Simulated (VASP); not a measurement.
**CoSi: single point with revPBE**

Crystal: CoSi.

```
Co Si
1.0
     4.43800    0.00000    0.00000
     0.00000    4.43800    0.00000
     0.00000    0.00000    4.43800
Co Si
4 4
Direct
  0.86000 0.64000 0.36000
  0.64000 0.36000 0.86000
  0.36000 0.86000 0.64000
  0.14000 0.14000 0.14000
  0.15700 0.34300 0.65700
  0.34300 0.65700 0.15700
  0.65700 0.15700 0.34300
  0.84300 0.84300 0.84300
```

```
Program             : VASP 6.6.1
Task                : single point
Functional          : revPBE
Potentials or basis : VASP PAW PBE potentials, release 64 (Co, Si)
Cutoff              : 520 eV
k mesh              : 6 × 6 × 6
Occupations         : fermi-dirac, width 0.05 eV
Spin                : collinear spin, typed start
Starting moments    : [2.0, 2.0, 2.0, 2.0, 0.0, 0.0, 0.0, 0.0] μB
```

```yaml
Pressure: 2.4 GPa
Largest_force: 0.299 eV/Å
Band_gap_on_the_k_mesh: none (metal or under the smearing width)
Net_moment: 0.00 μB per cell
Valence_electrons_inside_the_program's_atomic_spheres: Co 8.61; Si 1.61
```

Forces on the atoms (eV/Å):
```
Co  -0.173  0.173 -0.173
Co   0.173 -0.173 -0.173
Co  -0.173 -0.173  0.173
Co   0.173  0.173  0.173
Si   0.007 -0.007  0.007
Si  -0.007  0.007  0.007
Si   0.007  0.007 -0.007
Si  -0.007 -0.007 -0.007
```

Levels at points of the mesh, in eV from the Fermi level:
Spin up:
| k point | band 24 | band 25 | band 26 | band 27 | band 28 | band 29 |
| --- | --- | --- | --- | --- | --- | --- |
| (0.00, 0.00, 0.00) | -0.81 | -0.05 | -0.05 | -0.05 | 2.43 | 2.43 |
| (0.50, 0.00, 0.00) | -0.71 | -0.51 | -0.51 | 0.95 | 0.95 | 1.42 |
| (0.50, 0.50, 0.00) | -1.05 | -0.07 | -0.07 | 0.52 | 0.52 | 1.95 |
| (0.50, 0.50, 0.50) | -1.26 | -0.25 | -0.25 | -0.25 | -0.25 | 5.32 |
Spin down:
```
           k point  band 23  band 24  band 25  band 26  band 27  band 28  band 29  band 30
(0.00, 0.00, 0.00)    -0.81    -0.81    -0.05    -0.05    -0.05     2.43     2.43     2.43
(0.50, 0.00, 0.00)    -0.71    -0.71    -0.51    -0.51     0.95     0.95     1.42     1.42
(0.50, 0.50, 0.00)    -1.05    -1.05    -0.07    -0.07     0.52     0.52     1.95     1.95
(0.50, 0.50, 0.50)    -1.26    -1.26    -0.25    -0.25    -0.25    -0.25     5.32     5.32
```

It took 2.2 min on 1 thread of AMD EPYC 9R45 (Zen 5) (shared host), peak memory 0.27 GiB.

Caveat: the starting moments collapsed, and a magnetic state may lie lower; the PAW data sets were made with another functional, which shifts forces and pressure a little.
